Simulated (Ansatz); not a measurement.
Crystal: Sb.

```xyz
2
Lattice="2.1542 1.2437 3.7580 -2.1542 1.2437 3.7580 0.0000 -2.4875 3.7580" Properties=species:S:1:pos:R:3 pbc="T T T"
Sb    0.0000    0.0000    8.6416
Sb    0.0000    0.0000    2.6324
```

Base run:

| Quantity | Value |
| --- | --- |
| Program | Ansatz 0.2.0 |
| Functional | PBEsol |
| Potentials or basis | all-electron LAPW, scalar-relativistic |
| Cutoff | 230 eV (chosen from the basis error) |
| Basis error allowed | 0.001 eV/atom |
| k mesh | 8 × 8 × 8 |
| Occupations | fermi-dirac, width 0.05 eV |
| Spin | no spin polarisation |

Its results: pressure 0.0 GPa; largest force 0.104 eV/Å.

The run is repeated on the same cell with these changes: functional from PBEsol to LDA. What comes out?

Pressure -1.2 GPa; largest force 0.012 eV/Å.

LDA binds more tightly than PBEsol, so the same cell stands under less pressure.
